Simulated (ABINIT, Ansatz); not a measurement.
Given: the input of a run of ABINIT 10.8.3 (patched build) on Sb. Atoms were shifted at random by some hundredths of an Å from the given cell, which wasn't relaxed again for these runs. This isn't the form of Sb at room conditions, which is rhombohedral.

File run.abi:

```
# Pseudopotentials
pp_dirpath "./"
pseudos "Sb.upf"

# Structure
acell 3*1.0 Angstrom
rprim
     3.3545324186     0.0000000000     0.0000000000
    -1.6772662093     2.9051102923     0.0000000000
     0.0000000000     0.0000000000     5.4701606500
ntypat 1
znucl 51
natom 2
typat 1 1
xcart
     1.7139966620     0.9716809548     4.1110773559
    -0.0346254836     1.9248273059     1.3982058831 Angstrom
chkprim 0
chksymtnons 0
tolsym 1.0e-6

# Plane-wave basis
ecut 40.0

# k points
kptopt 1
ngkpt 9 9 5
nshiftk 1
shiftk 0.0 0.0 0.0

# Exchange and correlation
ixc -116133

# Bands and occupations
nband 19
occopt 3
tsmear 0.05 eV

# SCF cycle
nstep 100
tolvrs 1.0e-10

# Output
iomode 3
prtwf 0
prtden 0
prteig 0
prtebands 0
```

Potentials or basis: PseudoDojo NC SR PBEsol v0.4.1 standard.

Run with:

```sh
$ abinit run.abi > log 2>&1
```

Question: Set up the same calculation for Ansatz 0.2.0. Potentials or basis there: Ansatz PAW, cutoff 420 eV.

Answer: As run (cutoffs and basis follow the program's own potentials, and thresholds, step limits or extra output files can differ):

The input input.yaml:

```yaml
crystal:
  lattice:
    - [3.3545324186, 0.0, 0.0]
    - [-1.6772662093, 2.9051102923, 0.0]
    - [0.0, 0.0, 5.47016065]
  atoms:
    - { symbol: Sb, position: [0.678186, 0.334473, 0.751546] }
    - { symbol: Sb, position: [0.320961, 0.662566, 0.255606] }
hamiltonian:
  xc: pbesol
  pseudopotentials: { kind: paw }
kpoints:
  mp_grid: { grid: [9, 9, 5] }
scf:
  occupations: { method: fermi_dirac, width: 0.05 }
output:
  forces: true
  stress: true
  eigenvalues: true
```

Potentials or basis: Ansatz PAW.

Run with:

```bash
$ ansatz run input.yaml --threads 1 --pin off --max-ram 3584MiB --backend cpu --events-out ev --progress --plain --runs-dir out
```

Both were run:

|  | ABINIT | Ansatz |
| --- | --- | --- |
| Pressure | -1.6 GPa | -1.6 GPa |

Ansatz's pressure holds a Pulay term of +0.04 GPa for its cutoff of 420 eV, which the other run lacks.

Ansatz's potentials were made for PBE.

Where Ansatz's input types no cutoff or centring, it takes its own default and a Γ-centred mesh.

The undisturbed cell isn't at this level's minimum, so the move can lower the energy.

Pressure is positive in compression.
